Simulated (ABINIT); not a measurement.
Wanted: the native input for an ABINIT 10.8.3 (patched build) run.

- Task: band structure
- Functional: AM05
- Potentials or basis: JTH PAW PBE v2.0
- Cutoff: 490 eV
- k mesh: 7 × 7 × 7
- Occupations: fermi-dirac, width 0.05 eV
- Spin: no spin polarisation
- Fine-grid cutoff: 979.61 eV

Crystal: Ba.

```
Ba
1.0
     0.00000    3.23267    3.23267
     3.23267    0.00000    3.23267
     3.23267    3.23267    0.00000
Ba
1
Cartesian
  0.0000 0.0000 0.0000
```

This isn't the form of Ba at room conditions, which is bcc.

These files were run (other wordings do the same):

run.abi

```
# Datasets: ground state, then fixed potential
ndtset 2

# Pseudopotentials
pp_dirpath "./"
pseudos "Ba.GGA_PBE-JTH.xml"

# Structure
acell 3*1.0 Angstrom
rprim
     0.0000000000     3.2326650028     3.2326650028
     3.2326650028     0.0000000000     3.2326650028
     3.2326650028     3.2326650028     0.0000000000
ntypat 1
znucl 56
natom 1
typat 1
xred
     0.0000000000     0.0000000000     0.0000000000

# Plane-wave basis
ecut 18.0
pawecutdg 36.0
pawxcdev 0

# Exchange and correlation
ixc -120135

# Bands and occupations
occopt 3
tsmear 0.05 eV

# SCF cycle
nstep 100

# Output
iomode 3
prtwf 0
prteig 0
prtebands 0
enunit 1
prtden1 1

# Dataset 1
kptopt1 1
ngkpt1 7 7 7
nshiftk1 1
shiftk1 0.0 0.0 0.0
nband1 9
tolvrs1 1.0e-9

# Dataset 2: bands along G-X-W-K-G-L-U-W-L-K
iscf2 -2
getden2 1
nband2 15
nbdbuf2 4
tolwfr2 1.0e-11
kptopt2 -9
ndivsm2 8
prteig2 1
prtvol2 -3
kptbounds2
     0.0000000000     0.0000000000     0.0000000000
     0.5000000000     0.0000000000     0.5000000000
     0.5000000000     0.2500000000     0.7500000000
     0.3750000000     0.3750000000     0.7500000000
     0.0000000000     0.0000000000     0.0000000000
     0.5000000000     0.5000000000     0.5000000000
     0.6250000000     0.2500000000     0.6250000000
     0.5000000000     0.2500000000     0.7500000000
     0.5000000000     0.5000000000     0.5000000000
     0.3750000000     0.3750000000     0.7500000000
```

Potentials or basis: JTH PAW PBE v2.0.

Command:

```bash
$ abinit run.abi > log 2>&1
```

Results of the run:

```json
{"Pressure": "-0.6 GPa", "Band gap on the k mesh": "none (metal or under the smearing width)", "Valence electrons inside the program's atomic spheres": "Ba 6.47 (radii [1.2251] Å)"}
```

Caveat: this set's barium file shifts pressures by 1.5 GPa and gaps by 0.1 eV against other sets; the PAW data sets were made with another functional, which shifts forces and pressure a little; spin-orbit coupling is left out, which moves the levels of the heavy elements.

It took 46 s on 1 thread of Arm Neoverse V2, with other jobs on the host, peak memory 0.16 GiB.
